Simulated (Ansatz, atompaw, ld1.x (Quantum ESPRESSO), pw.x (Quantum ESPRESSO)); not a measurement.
# Which Os potential is closest to all-electron in the diamond crystal?

All use PBE, scalar-relativistic, no spin, cutoffs from each file’s atomic test, pw.x 7.5; 8³ k-points, Fermi–Dirac smearing 0.01 Ry. Δ is the rms difference from all-electron LAPW of the E(V) curves that follow from fits to the pressures, over ±6 % in volume. Mesh and smearing are coarse and serve the comparison alone. The files are a selection: those with a ghost or negative overlap were mostly not run, and those with noisy or unconverged pressures or nearly equal Δ are left out.

All-electron: a0 = 5.558 Å (V0 = 21.46 Å³/atom), B0 = 203.7 GPa.

Question: Rank them by Δ, smallest first.
A. norm-conserving RRKJ (Kleinman–Bylander form), ld1.x (Quantum ESPRESSO) 7.5, PBE; core [Xe] 4f14, reference 5d6 6s1 6p0; waves: 6p (bound, empty): rc 2.30 bohr; 5d (bound): rc 2.20 bohr; 6s (bound): rc 2.25 bohr; local part: the s channel; core correction: none; rho0 0.001.
B. PAW, atompaw 4.2.0.5, PBE; core [Kr] 4d10 4f14, reference 5s2 5p6 5d6 6s2 6p0; waves: 5s (bound): rc 1.30 bohr; 6s (bound): rc 2.10 bohr; 5p (bound): rc 1.30 bohr; 6p (bound, empty): rc 2.10 bohr; 5d (bound): rc 2.10 bohr; 5d channel at 3.75 Ry: rc 2.10 bohr; local part: bessel scheme, radius 1.50 bohr; core correction: smooth core density matched at 1.85 bohr; augmentation: sinc compensation charge, radius 1.75 bohr; PAW radius 2.10 bohr; waves and projectors: custom polynom vanderbiltortho.
C. PAW, atompaw 4.2.0.5, PBE; core [Kr] 4d10 4f14, reference 5s2 5p6 5d6 6s2 6p0; waves: 5s (bound): rc 1.60 bohr; 6s (bound): rc 2.05 bohr; 5p (bound): rc 1.70 bohr; 6p (bound, empty): rc 2.35 bohr; 5d (bound): rc 2.35 bohr; 5d channel at 0.1 Ry: rc 2.35 bohr; local part: ultrasoft scheme with l = 3 at 0.5 Ry, radius 1.90 bohr; core correction: smooth core density matched at 2.30 bohr; augmentation: sinc compensation charge, radius 2.25 bohr; PAW radius 2.35 bohr; waves and projectors: custom rrkj gramschmidtortho.

Answer: C (1.2 meV/atom), B (4.0 meV/atom), A (25.2 meV/atom).
